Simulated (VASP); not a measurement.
# VASP 6.6.1 run: GaN

INCAR

```
LCHARG = .FALSE.
LREAL = .TRUE.
ENCUT = 520
NSW = 0
GGA = PS
ISIF = 2
ISMEAR = -1
LWAVE = .FALSE.
IBRION = -1
PREC = Accurate
EDIFF = 1E-7
LASPH = .TRUE.
NELM = 75
SIGMA = 0.02
NBANDS = 16
```

KPOINTS

```
KPOINTS created by Atomic Simulation Environment
0
Gamma
10 10 10
0 0 0
```

POSCAR

```
Ga N
 1.0000000000000000
     0.0000000000000000    2.1814839649000000    2.1814839649000000
     2.1814839649000000    0.0000000000000000    2.1814839649000000
     2.1814839649000000    2.1814839649000000    0.0000000000000000
 Ga  N
   1   1
Cartesian
  0.0000000000000000  0.0000000000000000  0.0000000000000000
  1.0907419824500000  1.0907419824500000  1.0907419824500000
```

The recommended PBE PAW datasets give the neutral cell 18 valence electrons.

Command

```
mpirun -np 1 vasp_std
```

Problem. How does this run end, and what does it give?

Solution. It converged. Results: gap between bands v and c on the k mesh 2.30 eV; least direct gap on the k mesh 2.30 eV; pressure 5.5 GPa. Band v is the last that the valence electrons fill when counted band by band, and c is the next.

OSZICAR

```
N       E                     dE             d eps       ncg     rms          rms(c)
DAV:   1     0.790595118712E+02    0.79060E+02   -0.93679E+03  1728   0.207E+03
DAV:   2    -0.991776751775E+01   -0.88977E+02   -0.83689E+02  1760   0.328E+02
DAV:   3    -0.149752496114E+02   -0.50575E+01   -0.50419E+01  1840   0.681E+01
DAV:   4    -0.150278145264E+02   -0.52565E-01   -0.52562E-01  1792   0.741E+00
DAV:   5    -0.150285246933E+02   -0.71017E-03   -0.71016E-03  1896   0.755E-01    0.755E+00
DAV:   6    -0.130666924814E+02    0.19618E+01   -0.42024E+00  2296   0.428E+01    0.247E+00
DAV:   7    -0.130562581619E+02    0.10434E-01   -0.32368E-01  1664   0.567E+00    0.164E+00
DAV:   8    -0.130383411949E+02    0.17917E-01   -0.41020E-02  1984   0.283E+00    0.554E-01
DAV:   9    -0.130353212262E+02    0.30200E-02   -0.11114E-02  2208   0.257E+00    0.131E-01
DAV:  10    -0.130353765130E+02   -0.55287E-04   -0.10531E-03  1888   0.460E-01    0.358E-02
DAV:  11    -0.130353555568E+02    0.20956E-04   -0.99999E-05  2272   0.138E-01    0.933E-03
DAV:  12    -0.130353568511E+02   -0.12943E-05   -0.82081E-06  1760   0.347E-02    0.473E-03
DAV:  13    -0.130353567575E+02    0.93672E-07   -0.29999E-07  1848   0.116E-02
   1 F= -.13035357E+02 E0= -.13035357E+02  d E =-.197170E-11
```

For comparison, a separate PBE run of the intended cell, on usual settings and not on those above, gives a gap of 2.35 eV on its mesh and a pressure of 28.1 GPa.
